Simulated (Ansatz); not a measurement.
Wanted: the native input for an Ansatz 0.2.0 run.

```
Task                : single point
Functional          : PBE
Potentials or basis : Ansatz PAW
Cutoff              : 420 eV (not typed: the program's choice for these potentials)
k mesh              : 6 × 6 × 6
Occupations         : fermi-dirac, width 0.05 eV
Spin                : no spin polarisation
```

Crystal: BaZrO3.

```xyz
5
Lattice="4.1913 0.0000 0.0000 0.0000 4.1913 0.0000 0.0000 0.0000 4.1913" Properties=species:S:1:pos:R:3 pbc="T T T"
Ba    0.0008    0.0326   -0.0311
Zr    2.0979    2.1304    2.0616
O     2.0656    2.1006    0.0020
O     2.0720    0.0065    2.1233
O    -0.0244    2.1208    2.1151
```

The cell isn't the ideal one: atoms moved at random, drawn with an rms of 0.05 Å.

The input as run:

input.yaml

```yaml
crystal:
  lattice:
    - [4.19134, 0.0, 0.0]
    - [0.0, 4.19134, 0.0]
    - [0.0, 0.0, 4.19134]
  atoms:
    - { symbol: Ba, position: [0.000198, 0.007772, -0.007424] }
    - { symbol: Zr, position: [0.50054, 0.508277, 0.491876] }
    - { symbol: O, position: [0.492829, 0.501171, 0.000468] }
    - { symbol: O, position: [0.494358, 0.001554, 0.506589] }
    - { symbol: O, position: [-0.005827, 0.505991, 0.504629] }
hamiltonian:
  xc: pbe
  pseudopotentials: { kind: paw }
kpoints:
  mp_grid: { grid: [6, 6, 6] }
scf:
  occupations: { method: fermi_dirac, width: 0.05 }
output:
  forces: true
  stress: true
  eigenvalues: true
```

Potentials or basis: Ansatz PAW.

Launch:

```console
$ ansatz run input.yaml --threads 2 --pin off --max-ram 5120MiB --backend cpu --events-out ev --progress --plain --runs-dir out
```

It gave:

- Pressure: 4.2 GPa
- Largest force: 0.290 eV/Å
- Band gap on the k mesh: 3.27 eV, indirect (least direct gap 3.47 eV)

Caveat: the pressure holds a Pulay correction of +0.5 GPa for the finite cutoff; spin-orbit coupling is left out, which moves the levels of the heavy elements.

It took 11 s on 2 threads of Intel(R) Xeon(R) Platinum 8259CL CPU @ 2.50GHz (Skylake/Cascade Lake), with other jobs on the host, peak memory 0.51 GiB.
